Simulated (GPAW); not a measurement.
# free-standing square Cr monolayer, spacing 2.867 A: exchange couplings by hand from total energies

Can a spin model with one coupling foretell the energy of a further order of free-standing square Cr monolayer, spacing 2.867 A?

Calculated with GPAW 26.7.0; PBE; plane waves with GPAW's PAW setups, scalar-relativistic.

**1. The starting structure**

The cell holds 1 atom: 1 Cr. Its edges and angles: a = 2.867 Å, b = 2.867 Å, c = 14.000 Å, α = 90.0°, β = 90.0°, γ = 90.0°. model lattice. Vacuum lies along c.

Structure file:

```cif
data_structure
_symmetry_space_group_name_H-M 'P 1'
_symmetry_Int_Tables_number 1
_cell_length_a 2.8670
_cell_length_b 2.8670
_cell_length_c 14.0000
_cell_angle_alpha 90.000
_cell_angle_beta 90.000
_cell_angle_gamma 90.000
_cell_volume 115.08
loop_
_atom_site_label
_atom_site_type_symbol
_atom_site_fract_x
_atom_site_fract_y
_atom_site_fract_z
_atom_site_occupancy
Cr1 Cr 0.00000 0.00000 0.50000 1
```

**2. The parallel order**

All energies count from this run.

Input file order1.py:

```python
import json
import numpy as np
from ase import Atoms
from ase.parallel import paropen, parprint
from gpaw import GPAW

atoms = Atoms(['Cr'],
    cell=[[2.867, 0.0, 0.0],
         [0.0, 2.867, 0.0],
         [0.0, 0.0, 14.0]],
    scaled_positions=[[0.0, 0.0, 0.5]],
    pbc=True,
    magmoms=[2.5])
atoms.calc = GPAW(mode={'name': 'pw', 'ecut': 550},
    xc='PBE',
    kpts={'size': (10, 10, 1), 'gamma': True},
    occupations={'name': 'fermi-dirac', 'width': 0.05},
    convergence={'density': 1e-06, 'energy': 1e-05},
    maxiter=200,
    mixer={'name': 'pulay', 'beta': 0.05, 'nmaxold': 6, 'weight': 100},
    symmetry={'tolerance': 1e-4},
    txt='order1.txt')
e = atoms.get_potential_energy(force_consistent=True)
res = {'free_energy': e, 'energy_sigma0': atoms.get_potential_energy(), 'fermi_energy': atoms.calc.get_fermi_level()}
res['moments'] = atoms.get_magnetic_moments().tolist()
res['total'] = atoms.get_magnetic_moment()
parprint('site moments (muB):', np.round(res['moments'], 3))
parprint(f"total moment: {res['total']:.3f} muB")
parprint(f'free energy: {e:.6f} eV')
atoms.calc.write('order1.gpw')
with paropen('results.json', 'w') as f:
    json.dump(res, f)
```

Launch:

```bash
$ OMP_NUM_THREADS=1 python3 order1.py > order1.log
```

Output:

```text
site moments (muB): [3.866]
total moment: 4.961 muB
free energy: -6.678535 eV

--- order1.txt ---
Input parameters:
  mode=PW(ecut=550),
  convergence={'density': 1e-06, 'energy': 1e-05},
  kpts=MonkhorstPack(size=(10, 10, 1), gamma=True),
  maxiter=200,
  mixer=Pulay(name='pulay', nmaxold=6, beta=0.05, weight=100, sigma=0.015, g_ss=None),
  occupations=Occupations(name='fermi-dirac', width=0.05),
[...]
|          3 |        -2.473 |     0.993 |        -0.415 |     0.000 |
|          4 |        -2.473 |     0.993 |         1.442 |     0.000 |
|          5 |        -2.154 |     0.199 |         1.442 |     0.000 |
|          6 |        -2.132 |     0.137 |         1.690 |     0.000 |
|          7 |         1.222 |     0.000 |         1.779 |     0.000 |
|          8 |         2.248 |     0.000 |         2.732 |     0.000 |

No gap
No difference between direct/indirect transitions


[key lines of the parts left out:]
Free energy:      -6.678535
Converged in 73 steps
dipole moment: (-6.786934, -6.786934, 0.000076)  # |e|*Ang
Fermi level: -2.224
```

Run time: 54 s. Hardware: 1 MPI rank of Intel Xeon Platinum 8559C (Emerald Rapids), shared host; peak memory 0.2 GiB.

Spin moment in the augmentation sphere by atom:

```
atom  spin moment in the augmentation sphere (μB)
 Cr1                                         3.87
```

Read from the output:

| Property | Result |
| --- | --- |
| magnetization | 4.961 μB |
| final state | ferromagnetic |

After 73 cycles the largest moment stands at 3.87 μB.

**3. The orders used for the fit**

The other orders were run with the same settings, on meshes that hold the same points. Free energies (smearing 0.05 eV, its entropy term included) are divided by the number of Cr atoms; q is in fractions of the reciprocal vectors of the first run's cell.

```
            order  atoms     mesh  free energy (eV)  eV per Cr  largest moment (μB)
              F +      1  10×10×1           -6.6785    -6.6785                 3.87
AF q=(0,1/2,0) +-      2   10×5×1          -14.0248    -7.0124                 3.77
```

**4. Counting neighbours**

With E = −Σ J e_i·e_j over ordered pairs of unit vectors, turning a neighbour from parallel to opposed costs 2J a Cr atom. So an order lies 2 Σ n J over the parallel one, n being the opposed neighbours in each shell.

```
shell  distance (Å)  neighbours  opposed in AF q=(0,1/2,0) +-  opposed in AF q=(1/2,1/2,0) +-
   J1          2.87           4                             2                               4
   J2          4.05           4                             4                               0
```

Only J1 is kept.

**5. Solving**

```
2 × 2 × J1 = -333.86 meV    (AF q=(0,1/2,0) +-)
J1 = -83.46 meV
```

**6. The test**

The couplings now give the orders that were left out:

```
2 × 4 × (-83.46) = -667.68 meV    (AF q=(1/2,1/2,0) +-)
```

The runs themselves:

```
              order  atoms    mesh  free energy (eV)  eV per Cr  largest moment (μB)  over the parallel order (meV)  foretold (meV)
AF q=(1/2,1/2,0) +-      2  5×10×1          -14.2469    -7.1234                 3.65                        -444.89         -667.68
```

**7. One more shell**

The miss asks for the next shell, which takes one more order into the fit and leaves none for a test.

```
2 × 2 × J1 + 2 × 4 × J2 = -333.86 meV    (AF q=(0,1/2,0) +-)
2 × 4 × J1 = -444.89 meV    (AF q=(1/2,1/2,0) +-)
J1 = -55.61 meV
J2 = -13.93 meV
```

**8. Summary of results**

* J1 (Cr–Cr at 2.87 Å): -83.5 meV
* largest miss on the orders left out: 223 meV
* J1 with 2 shells: -55.6 meV
* J2 with 2 shells: -13.9 meV

The model misses the order left out by 223 meV, 50 % of the span of the orders, so it fails: these couplings alone don't describe the crystal. With the next shell added the couplings are J1 = -55.61 and J2 = -13.93 meV, untested. The first dropped shell that the test feels is J2 at 4.05 Å. The site moments spread by 5.4 % over the orders. In a metal couplings reach far, and the mesh was not tested. The couplings are effective ones: further shells with opposed neighbours are folded into them or show in the miss. No mean-field temperature is given: it needs a model that holds, an unfrustrated order and couplings in all three dimensions.

[Logs and program files are shortened in this print: banners, set-up blocks, solver, clock and traceback lines can be left out without a mark of their own.]

[Logs are printed without paths, hosts, clocks, repeated set-up lines and the standing remarks that a program may print on its own settings, such as how far it seeks lower states.]

[Hosts, paths, dates, database ids (printed as entryN), source tags and the programs' standing remarks are cut or masked in the printed files.]

[Where a cell is said to come from a database of computed structures, the database is the Materials Project.]
